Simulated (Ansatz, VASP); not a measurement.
## One calculation of Re, two programs

The input INCAR:

```
SYSTEM = Re
  ALGO = Fast
  EDIFF = 1E-7
  ENCUT = 520
  GGA = PE
  ISIF = 2
  ISMEAR = 0
  LASPH = .TRUE.
  LCHARG = .FALSE.
  LREAL = .FALSE.
  LWAVE = .FALSE.
  NBANDS = 10
  NELM = 80
  PREC = Accurate
  SIGMA = 0.15
```

The input KPOINTS:

```
k-points
0
G
  10 10 10
  0 0 0
```

The input POSCAR:

```
Re
1.0
    0.0000000000      1.9577236186      2.0115610181
    1.7962114201      0.0000000000      2.0115610181
    1.7962114201      1.9577236186      0.0000000000
Re
1
Direct
    0.0000000000      0.0000000000      0.0000000000
```

Input for Ansatz:

```yaml
crystal:
  lattice:
    - [0.0, 1.9577236186, 2.0115610181]
    - [1.7962114201, 0.0, 2.0115610181]
    - [1.7962114201, 1.9577236186, 0.0]
  atoms:
    - { symbol: Re, position: [0.0, 0.0, 0.0] }
basis:
  ecutwfc: 420
kpoints:
  mp_grid: { grid: [10, 10, 10] }
hamiltonian:
  xc: pbe
scf:
  occupations: { method: gaussian, width: 0.15 }
output:
  forces: true
  stress: true
  eigenvalues: true
```

Change from the starting cell: normal strain along x -0.0825, normal strain along z +0.0275.

Alike in both runs: task single point; functional PBE; k mesh 10 × 10 × 10; occupations gaussian, width 0.15 eV; no spin polarisation.

|  | VASP | Ansatz |
| --- | --- | --- |
| version | VASP 6.6.1 | Ansatz 0.2.0 |
| potentials or method | VASP PAW PBE potentials, release 64 (Re) | scalar-relativistic, plane waves, PAW |
| plane-wave cutoff (eV) | 520 | 420 |
| valence electrons in the cell | 7 | 15 |

```tsv
	VASP	Ansatz	Ansatz less VASP
gap on the k mesh at the Fermi level (eV)	none	none	-
pressure (GPa)	25.1	25.2	+0.11
largest component of the traceless stress (GPa)	15.95	16.03	+0.082
```

A gap of «none» marks a metal or a gap that the smearing closes. The two sets of potentials don't hold the same shells in valence.

Caveats: so large a pressure means that the cell lies far from this level's equilibrium, or that cutoff or potentials fall short (VASP). The runs have no spin-orbit coupling, so splittings on Re are missing.
